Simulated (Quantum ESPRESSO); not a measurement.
# Ti (P6_3/mmc) in Quantum ESPRESSO: equation of state

Aim: energy against volume of Ti in PBE, for its equilibrium volume and stiffness.

Everything below comes from runs of Quantum ESPRESSO 7.5. Logs are shortened: lines on timing, memory, paths and dates and some standing lists are left out, and cuts for length are marked.

## (1) The structure

Symmetry: P6_3/mmc, No. 194, hexagonal system. The conventional cell has a = 2.950 Å, b = 2.950 Å, c = 4.680 Å, α = 90.00°, β = 90.00°, γ = 120.00°. Ti (site symmetry -6m2) is surrounded by 12 Ti at 2.89 to 2.95 Å.

## (2) Single point, PBE, 16.58 Å³/atom

Contents of pw.in:

```
&CONTROL
  calculation = 'scf'
  prefix = 'pwscf'
  outdir = './tmp'
  pseudo_dir = './pseudo'
  tprnfor = .true.
  tstress = .true.
  disk_io = 'nowf'
/
&SYSTEM
  ibrav = 0
  nat = 2
  ntyp = 1
  ecutwfc = 55
  ecutrho = 440
  nbnd = 19
  occupations = 'smearing'
  smearing = 'fd'
  degauss = 0.00367493
/
&ELECTRONS
  conv_thr = 4d-10
  electron_maxstep = 120
  mixing_beta = 0.5
/
ATOMIC_SPECIES
Ti    47.8670 ti_pbe_v1.4.uspp.F.UPF
CELL_PARAMETERS angstrom
   2.8897790207    0.0000000000    0.0000000000
  -1.4448895104    2.5026220433    0.0000000000
   0.0000000000    0.0000000000    4.5844629888
ATOMIC_POSITIONS crystal
Ti     0.6666666667    0.3333333333    0.7500000000
Ti     0.3333333333    0.6666666667    0.2500000000
K_POINTS automatic
10 10 6 0 0 0
```

Potentials or basis: SSSP 1.3 efficiency PBE.

Started as:

```sh
$ OMP_NUM_THREADS=1 pw.x -in pw.in > pw.out
```

pw.out:

```text
This program is part of the open-source Quantum ESPRESSO suite
     for quantum simulation of materials; please cite
[... 6 lines left out ...]
     using ibrav=0 with symmetry is DISCOURAGED, use correct ibrav instead

     Subspace diagonalization in iterative solution of the eigenvalue problem:
     a serial algorithm will be used

     G-vector sticks info
     --------------------
     sticks:   dense  smooth     PW     G-vecs:    dense   smooth      PW
     Sum         913     451    139                34953    12323    2069

     Using Slab Decomposition

     bravais-lattice index     =            0
     lattice parameter (alat)  =       5.4609  a.u.
     unit-cell volume          =     223.7407 (a.u.)^3
     number of atoms/cell      =            2
     number of atomic types    =            1
     number of electrons       =        24.00
     number of Kohn-Sham states=           19
     kinetic-energy cutoff     =      55.0000  Ry
     charge density cutoff     =     440.0000  Ry
     scf convergence threshold =      4.0E-10
     mixing beta               =       0.5000
     number of iterations used =            8  plain     mixing
     Exchange-correlation=  SLA  PW   PBX  PBC
                           (   1   4   3   4   0   0   0)

     celldm(1)=   5.460891  celldm(2)=   0.000000  celldm(3)=   0.000000
     celldm(4)=   0.000000  celldm(5)=   0.000000  celldm(6)=   0.000000

     crystal axes: (cart. coord. in units of alat)
               a(1) = (   1.000000   0.000000   0.000000 )
               a(2) = (  -0.500000   0.866025   0.000000 )
               a(3) = (   0.000000   0.000000   1.586441 )

     reciprocal axes: (cart. coord. in units 2 pi/alat)
               b(1) = (  1.000000  0.577350 -0.000000 )
               b(2) = (  0.000000  1.154701  0.000000 )
               b(3) = (  0.000000 -0.000000  0.630342 )

     PseudoPot. # 1 for Ti read from file:
     ti_pbe_v1.4.uspp.F.UPF
     Pseudo is Ultrasoft + core correction, Zval = 12.0
     Generated by new atomic code, or converted to UPF format
     Using radial grid of  851 points,  6 beta functions with:
                l(1) =   0
                l(2) =   0
                l(3) =   1
                l(4) =   1
                l(5) =   2
                l(6) =   2
     Q(r) pseudized with  6 coefficients,  rinner =    1.000   1.000   1.000
                                                       1.000   1.000

     atomic species   valence    mass     pseudopotential
     Ti               12.00    47.86700     Ti( 1.00)

     24 Sym. Ops., with inversion, found (12 have fractional translation)

   Cartesian axes

     site n.     atom                  positions (alat units)
         1        Ti     tau(   1) = (   0.5000000   0.2886751   1.1898305  )
         2        Ti     tau(   2) = (  -0.0000000   0.5773503   0.3966102  )

     number of k points=    56  Fermi-Dirac smearing, width (Ry)=  0.0037
                       cart. coord. in units 2pi/alat
        k(    1) = (   0.0000000   0.0000000   0.0000000), wk =   0.0033333
        k(    2) = (   0.0000000   0.0000000   0.1050570), wk =   0.0066667
        k(    3) = (   0.0000000   0.0000000   0.2101140), wk =   0.0066667
        k(    4) = (   0.0000000   0.0000000  -0.3151709), wk =   0.0033333
        k(    5) = (   0.0000000   0.1154701   0.0000000), wk =   0.0200000
        k(    6) = (   0.0000000   0.1154701   0.1050570), wk =   0.0400000
[... 48 lines left out ...]
        k(   55) = (   0.3000000   0.5196152   0.2101140), wk =   0.0400000
        k(   56) = (   0.3000000   0.5196152  -0.3151709), wk =   0.0200000

     Dense  grid:    34953 G-vectors     FFT dimensions: (  40,  40,  60)

     Smooth grid:    12323 G-vectors     FFT dimensions: (  25,  25,  48)

     Check: negative core charge=   -0.000005

     Initial potential from superposition of free atoms

     starting charge      21.9999, renormalised to      24.0000

     negative rho (up, down):  2.491E-03 0.000E+00
     Starting wfcs are   20 randomized atomic wfcs

     Self-consistent Calculation

     iteration #  1     ecut=    55.00 Ry     beta= 0.50
     Davidson diagonalization with overlap
     ethr =  1.00E-02,  avg # of iterations =  3.5

     negative rho (up, down):  2.769E-03 0.000E+00

     total energy              =    -238.21591397 Ry
     estimated scf accuracy    <       1.19275381 Ry

     iteration #  2     ecut=    55.00 Ry     beta= 0.50
     Davidson diagonalization with overlap
     ethr =  4.97E-03,  avg # of iterations =  2.2

     negative rho (up, down):  2.170E-03 0.000E+00

     total energy              =    -238.49530685 Ry
     estimated scf accuracy    <       0.00415937 Ry

     iteration #  3     ecut=    55.00 Ry     beta= 0.50
     Davidson diagonalization with overlap
     ethr =  1.73E-05,  avg # of iterations =  5.0

     negative rho (up, down):  1.761E-03 0.000E+00

     total energy              =    -238.49726714 Ry
     estimated scf accuracy    <       0.00544090 Ry

     iteration #  4     ecut=    55.00 Ry     beta= 0.50
     Davidson diagonalization with overlap
     ethr =  1.73E-05,  avg # of iterations =  3.6

     negative rho (up, down):  1.682E-03 0.000E+00

     total energy              =    -238.49885967 Ry
     estimated scf accuracy    <       0.00347512 Ry

     iteration #  5     ecut=    55.00 Ry     beta= 0.50
     Davidson diagonalization with overlap
     ethr =  1.45E-05,  avg # of iterations =  2.2

     negative rho (up, down):  1.672E-03 0.000E+00

     total energy              =    -238.49958730 Ry
     estimated scf accuracy    <       0.00000333 Ry
[... 19 lines left out ...]
     iteration #  8     ecut=    55.00 Ry     beta= 0.50
     Davidson diagonalization with overlap
     ethr =  1.39E-08,  avg # of iterations =  3.1

     negative rho (up, down):  1.665E-03 0.000E+00

     total energy              =    -238.49960706 Ry
     estimated scf accuracy    <          8.7E-09 Ry

     iteration #  9     ecut=    55.00 Ry     beta= 0.50
     Davidson diagonalization with overlap
     ethr =  3.61E-11,  avg # of iterations =  4.3

     negative rho (up, down):  1.665E-03 0.000E+00

     total energy              =    -238.49960708 Ry
     estimated scf accuracy    <       0.00000002 Ry

     iteration # 10     ecut=    55.00 Ry     beta= 0.50
     Davidson diagonalization with overlap
     ethr =  3.61E-11,  avg # of iterations =  2.0

     negative rho (up, down):  1.665E-03 0.000E+00

     total energy              =    -238.49960708 Ry
     estimated scf accuracy    <          3.8E-09 Ry

     iteration # 11     ecut=    55.00 Ry     beta= 0.50
     Davidson diagonalization with overlap
     ethr =  1.58E-11,  avg # of iterations =  3.0

     negative rho (up, down):  1.665E-03 0.000E+00

     End of self-consistent calculation

          k = 0.0000 0.0000 0.0000 (  1557 PWs)   bands (ev):

   -42.5892 -42.4233 -19.2485 -18.5028 -18.5028 -18.4245 -18.3875 -18.3875
     7.8684  11.3561  14.9632  14.9632  15.0339  15.0752  15.4967  15.4967
    15.8806  15.8806  17.5073

          k = 0.0000 0.0000 0.1051 (  1539 PWs)   bands (ev):

   -42.5782 -42.4346 -19.1955 -18.4951 -18.4951 -18.4821 -18.3952 -18.3952
     8.1113  11.2465  14.6508  14.8643  14.8643  14.9394  15.3669  15.3669
    16.1384  16.1384  17.5179

          k = 0.0000 0.0000 0.2101 (  1562 PWs)   bands (ev):

   -42.5482 -42.4653 -19.0493 -18.6377 -18.4741 -18.4741 -18.4164 -18.4164
     8.7973  10.7354  14.1780  14.5955  14.7843  14.7843  15.0957  15.0957
    16.6481  16.6481  17.4364

          k = 0.0000 0.0000-0.3152 (  1568 PWs)   bands (ev):

   -42.5069 -42.5069 -18.8458 -18.8458 -18.4453 -18.4453 -18.4453 -18.4453
     9.7798   9.7798  14.2348  14.2348  14.8664  14.8664  14.8664  14.8664
    17.1345  17.1345  17.1345

          k = 0.0000 0.1155 0.0000 (  1553 PWs)   bands (ev):

   -42.5773 -42.4186 -19.2231 -18.5553 -18.5202 -18.4418 -18.4352 -18.3943
     8.1600  11.5836  14.5003  14.5213  15.1735  15.3162  15.4380  15.6838
    15.7144  15.7190  17.5929

          k = 0.0000 0.1155 0.1051 (  1542 PWs)   bands (ev):

   -42.5668 -42.4294 -19.1745 -18.5461 -18.5130 -18.5118 -18.4258 -18.4028
     8.3953  11.4856  14.1592  14.5295  15.0346  15.0366  15.3555  15.5301
    16.0494  16.0908  17.5816

          k = 0.0000 0.1155 0.2101 (  1559 PWs)   bands (ev):

   -42.5380 -42.4587 -19.0405 -18.6622 -18.5181 -18.4889 -18.4467 -18.4259
     9.0616  10.9776  13.8401  14.5179  14.6158  14.9409  15.1285  15.2596
    16.5921  16.6522  17.4534

          k = 0.0000 0.1155-0.3152 (  1568 PWs)   bands (ev):

   -42.4985 -42.4985 -18.8539 -18.8539 -18.4818 -18.4818 -18.4575 -18.4575
    10.0236  10.0236  14.0437  14.0437  14.8196  14.8196  15.0268  15.0268
    17.1081  17.1081  17.2112
[... 43 lines left out ...]
          k = 0.0000 0.3464-0.3152 (  1548 PWs)   bands (ev):

   -42.4492 -42.4492 -18.9893 -18.9893 -18.6010 -18.6010 -18.5280 -18.5280
    11.2481  11.2481  13.4846  13.4846  14.6630  14.6630  15.8248  15.8248
    17.2531  17.2531  17.7205

          k = 0.0000 0.4619 0.0000 (  1543 PWs)   bands (ev):

   -42.4632 -42.3907 -19.0070 -18.9448 -18.8688 -18.6545 -18.5873 -18.4624
    11.2040  12.1284  12.3498  13.5296  14.7474  14.9052  15.2351  17.4083
    17.6247  17.7173  17.9397

          k = 0.0000 0.4619 0.1051 (  1535 PWs)   bands (ev):

   -42.4584 -42.3955 -19.0739 -18.9286 -18.8337 -18.6418 -18.5702 -18.4754
    11.1739  12.0621  12.6065  13.4096  14.8955  15.0122  15.2645  17.3731
    17.4418  17.6274  17.8790

          k = 0.0000 0.4619 0.2101 (  1535 PWs)   bands (ev):

   -42.4451 -42.4088 -19.1125 -19.0179 -18.7088 -18.6070 -18.5642 -18.5110
    11.2253  11.8366  12.9617  13.4783  14.9338  15.3224  15.4678  16.7257
    17.5287  17.5605  17.7741

          k = 0.0000 0.4619-0.3152 (  1530 PWs)   bands (ev):

   -42.4270 -42.4270 -19.0906 -19.0906 -18.6104 -18.6104 -18.5592 -18.5592
    11.4720  11.4720  13.3423  13.3423  15.2197  15.2197  15.9708  15.9708
    17.6497  17.6497  18.0104

          k = 0.0000-0.5774 0.0000 (  1538 PWs)   bands (ev):

   -42.4454 -42.3916 -19.0605 -18.9161 -18.8906 -18.6695 -18.6266 -18.4710
    11.7607  11.8578  12.1817  13.5817  14.6563  14.8235  15.4019  17.7222
    17.9594  17.9682  18.8041

          k = 0.0000-0.5774 0.1051 (  1546 PWs)   bands (ev):

   -42.4418 -42.3952 -19.1075 -18.9685 -18.8152 -18.6564 -18.6005 -18.4845
    11.4735  11.8912  12.6994  13.2302  14.8162  15.2708  15.3120  17.5626
    17.8067  17.9550  18.4943

          k = 0.0000-0.5774 0.2101 (  1522 PWs)   bands (ev):

   -42.4319 -42.4050 -19.1481 -19.0628 -18.6978 -18.6205 -18.5788 -18.5213
    11.3395  11.7878  13.0319  13.2999  15.1494  15.2788  15.9045  16.8295
    17.8191  17.9186  17.9408

          k = 0.0000-0.5774-0.3152 (  1528 PWs)   bands (ev):

   -42.4184 -42.4184 -19.1324 -19.1324 -18.6103 -18.6103 -18.5711 -18.5711
    11.4898  11.4898  13.2816  13.2816  15.6119  15.6119  15.9884  15.9884
    17.8683  17.8683  18.1944

          k = 0.1000 0.1732 0.0000 (  1553 PWs)   bands (ev):

   -42.5552 -42.4105 -19.1747 -18.6370 -18.5881 -18.5050 -18.4568 -18.4166
     8.7158  11.9766  13.8511  14.0553  15.1166  15.2902  15.6040  15.6577
    15.6842  16.1021  17.6823

          k = 0.1000 0.1732 0.1051 (  1543 PWs)   bands (ev):

   -42.5456 -42.4203 -19.1358 -18.6224 -18.6083 -18.5364 -18.4521 -18.4261
     8.9341  11.9071  13.5811  14.1071  14.9622  15.1864  15.3115  15.7576
    16.0728  16.2148  17.6468

          k = 0.1000 0.1732 0.2101 (  1550 PWs)   bands (ev):

   -42.5194 -42.4470 -19.0283 -18.7212 -18.5833 -18.5310 -18.4717 -18.4514
     9.5541  11.4009  13.4412  14.2160  14.4923  15.0150  15.2236  15.5480
    16.5735  16.7280  17.4665

          k = 0.1000 0.1732-0.3152 (  1562 PWs)   bands (ev):

   -42.4833 -42.4833 -18.8778 -18.8778 -18.5361 -18.5361 -18.4811 -18.4811
    10.4613  10.4613  13.8007  13.8007  14.6623  14.6623  15.3213  15.3213
    17.0812  17.0812  17.3765

          k = 0.1000 0.2887 0.0000 (  1549 PWs)   bands (ev):

   -42.5177 -42.3990 -19.0878 -18.7798 -18.7123 -18.5791 -18.5002 -18.4516
     9.7143  12.4634  13.1193  13.5239  14.8824  14.9103  15.4402  16.0968
    16.3746  16.8347  17.7793

          k = 0.1000 0.2887 0.1051 (  1547 PWs)   bands (ev):

   -42.5098 -42.4070 -19.0741 -18.7671 -18.7243 -18.5932 -18.4926 -18.4606
     9.8888  12.4569  12.9532  13.6052  14.6851  15.0493  15.3048  16.1321
    16.5503  16.7772  17.7286

          k = 0.1000 0.2887 0.2101 (  1553 PWs)   bands (ev):

   -42.4882 -42.4289 -19.0271 -18.8408 -18.6669 -18.5867 -18.5083 -18.4843
    10.3846  11.9291  13.1204  13.7819  14.3708  14.8581  15.3847  16.0183
    16.8783  16.9722  17.5421
[... 121 lines left out ...]
          k = 0.2000 0.5774-0.3152 (  1534 PWs)   bands (ev):

   -42.4116 -42.4116 -19.0756 -19.0756 -18.7453 -18.7453 -18.5411 -18.5411
    12.1194  12.1194  13.5538  13.5538  14.1149  14.1149  16.0530  16.0530
    17.6114  17.6114  19.9465

          k = 0.3000 0.5196 0.0000 (  1526 PWs)   bands (ev):

   -42.4195 -42.3986 -18.9600 -18.8525 -18.8015 -18.7929 -18.6987 -18.6636
    12.3395  12.5471  12.7720  12.8383  14.3171  14.5432  15.6690  17.1925
    17.6305  17.6698  19.8158

          k = 0.3000 0.5196 0.1051 (  1532 PWs)   bands (ev):

   -42.4181 -42.4000 -18.9602 -18.9458 -18.8576 -18.7153 -18.6645 -18.6237
    12.3792  12.5787  12.8122  12.9654  14.2990  14.3694  15.6430  17.1788
    17.3028  17.6873  20.0182

          k = 0.3000 0.5196 0.2101 (  1534 PWs)   bands (ev):

   -42.4142 -42.4038 -19.0222 -19.0050 -18.8584 -18.7397 -18.5860 -18.5514
    12.4714  12.5897  13.0104  13.2651  14.0118  14.1855  15.6536  16.4848
    17.3685  17.7104  20.3460

          k = 0.3000 0.5196-0.3152 (  1538 PWs)   bands (ev):

   -42.4090 -42.4090 -19.0419 -19.0419 -18.8017 -18.8017 -18.5368 -18.5368
    12.5523  12.5523  13.3087  13.3087  13.9469  13.9469  15.8996  15.8996
    17.5690  17.5690  20.7240

     the Fermi energy is    14.1487 ev

!    total energy              =    -238.49960708 Ry
     estimated scf accuracy    <          2.5E-12 Ry
     smearing contrib. (-TS)   =      -0.00140294 Ry
     internal energy E=F+TS    =    -238.49820413 Ry

     The total energy is F=E-TS. E is the sum of the following terms:
     one-electron contribution =     -76.99530608 Ry
     hartree contribution      =      47.25484623 Ry
     xc contribution           =     -36.15211372 Ry
     ewald contribution        =    -172.60563057 Ry

     convergence has been achieved in  11 iterations

     negative rho (up, down):  1.665E-03 0.000E+00

     Forces acting on atoms (cartesian axes, Ry/au):

     atom    1 type  1   force =     0.00000000    0.00000000    0.00000000
     atom    2 type  1   force =    -0.00000000   -0.00000000    0.00000000

     Total force =     0.000000     Total SCF correction =     0.000000

     Computing stress (Cartesian axis) and pressure

     negative rho (up, down):  1.665E-03 0.000E+00
          total   stress  (Ry/bohr**3)                   (kbar)     P=       58.59
   0.00040942   0.00000000   0.00000000           60.23        0.00        0.00
   0.00000000   0.00040942   0.00000000            0.00       60.23        0.00
   0.00000000   0.00000000   0.00037604            0.00        0.00       55.32

=------------------------------------------------------------------------------=
   JOB DONE.
=------------------------------------------------------------------------------=
```

Run time: 18 s. Hardware: 1 thread of Intel Xeon 6975P-C (Granite Rapids), shared host; peak memory 0.19 GiB.

Results:

| Property | Result |
| --- | --- |
| Free energy | -3244.9525 eV |
| Pressure | 5.9 GPa |
| Band gap on the k mesh | none (metal or under the smearing width) |

## (3) Single point, PBE, 16.93 Å³/atom

pw.in, as its differences from that of step 2:

```diff
@@ -28,5 +28,5 @@
 CELL_PARAMETERS angstrom
-   2.8897790207    0.0000000000    0.0000000000
-  -1.4448895104    2.5026220433    0.0000000000
-   0.0000000000    0.0000000000    4.5844629888
+   2.9101302477    0.0000000000    0.0000000000
+  -1.4550651239    2.5202467229    0.0000000000
+   0.0000000000    0.0000000000    4.6167490031
 ATOMIC_POSITIONS crystal
```

Potentials or basis: SSSP 1.3 efficiency PBE.

Started as:

```sh
$ OMP_NUM_THREADS=1 pw.x -in pw.in > pw.out
```

It took 18 s on 1 thread of Intel Xeon 6975P-C (Granite Rapids), shared host; peak memory 0.2 GiB.

Results (log left out):

```yaml
Free_energy: -3244.9723 eV
Pressure: 3.2 GPa
Band_gap_on_the_k_mesh: none (metal or under the smearing width)
```

## (4) Single point, PBE, 17.28 Å³/atom

pw.in, as its differences from that of step 3:

```diff
@@ -28,5 +28,5 @@
 CELL_PARAMETERS angstrom
-   2.9101302477    0.0000000000    0.0000000000
-  -1.4550651239    2.5202467229    0.0000000000
-   0.0000000000    0.0000000000    4.6167490031
+   2.9302007457    0.0000000000    0.0000000000
+  -1.4651003729    2.5376282840    0.0000000000
+   0.0000000000    0.0000000000    4.6485896576
 ATOMIC_POSITIONS crystal
```

Started as:

```sh
$ OMP_NUM_THREADS=1 pw.x -in pw.in > pw.out
```

Wall time 23 s (1 thread of Intel Xeon 6975P-C (Granite Rapids), shared host); peak memory 0.2 GiB.

The run converged. Its results:

* Free energy: -3244.9810 eV
* Pressure: 0.8 GPa
* Band gap on the k mesh: none (metal or under the smearing width)

(Continued in part 2 of 2.)
